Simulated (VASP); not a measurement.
## VASP 6.6.1 run: LiH

INCAR

```
NELM = 120
LASPH = .TRUE.
LWAVE = .FALSE.
SIGMA = 0.02
EDIFF = 1E-7
LREAL = .FALSE.
NSW = 0
ISMEAR = -1
GGA = PE
IBRION = -1
ISIF = 2
LCHARG = .FALSE.
ENCUT = 520
NBANDS = 9
PREC = Accurate
BMIX = 3
```

KPOINTS

```
KPOINTS created by Atomic Simulation Environment
0
Gamma
10 10 10
0 0 0
```

POSCAR

```
Li H
 1.0000000000000000
     0.0000000000000000    1.9028450990000001    1.9028450990000001
     1.9028450990000001    0.0000000000000000    1.9028450990000001
     1.9028450990000001    1.9028450990000001    0.0000000000000000
 Li  H
   1   1
Cartesian
  0.0000000000000000  0.0000000000000000  0.0000000000000000
  1.9028450990000001  1.9028450990000001  1.9028450990000001
```

The recommended PBE PAW datasets give the neutral cell 4 valence electrons.

Command

```
mpirun -np 1 vasp_std
```

Task: Predict the outcome of this run.

Result: It converged. Results: gap between bands v and c on the k mesh 2.84 eV; least direct gap on the k mesh 2.84 eV; pressure 7.0 GPa. Band v is the last that the valence electrons fill when counted band by band, and c is the next.

OSZICAR

```
N       E                     dE             d eps       ncg     rms          rms(c)
DAV:   1    -0.156530853596E+01   -0.15653E+01   -0.14742E+03   870   0.413E+02
DAV:   2    -0.628756363912E+01   -0.47223E+01   -0.46947E+01  1208   0.574E+01
DAV:   3    -0.633368463887E+01   -0.46121E-01   -0.46110E-01  1038   0.488E+00
DAV:   4    -0.633381017238E+01   -0.12553E-03   -0.12552E-03  1171   0.231E-01
DAV:   5    -0.633381111404E+01   -0.94166E-06   -0.94161E-06  1062   0.101E-02    0.298E+00
DAV:   6    -0.620764202416E+01    0.12617E+00   -0.43041E-02   969   0.616E-01    0.210E+00
DAV:   7    -0.607250936750E+01    0.13513E+00   -0.34112E-01   938   0.194E+00    0.546E-01
DAV:   8    -0.608052909985E+01   -0.80197E-02   -0.15625E-02  1050   0.766E-01    0.172E-01
DAV:   9    -0.608013892838E+01    0.39017E-03   -0.18019E-03  1146   0.156E-01    0.444E-02
DAV:  10    -0.608024735621E+01   -0.10843E-03   -0.68994E-05   956   0.656E-02    0.699E-03
DAV:  11    -0.608024958914E+01   -0.22329E-05   -0.23551E-06  1108   0.133E-02    0.622E-03
DAV:  12    -0.608024727749E+01    0.23117E-05   -0.20355E-06  1271   0.624E-03    0.180E-03
DAV:  13    -0.608024800303E+01   -0.72554E-06   -0.72423E-08   918   0.213E-03    0.508E-04
DAV:  14    -0.608024799633E+01    0.67051E-08   -0.32315E-08   550   0.856E-04
   1 F= -.60802480E+01 E0= -.60802480E+01  d E =-.119727E-11
```

For comparison, a separate PBE run of the intended cell, on usual settings and not on those above, gives a gap of 2.84 eV on its mesh and a pressure of 7.0 GPa.
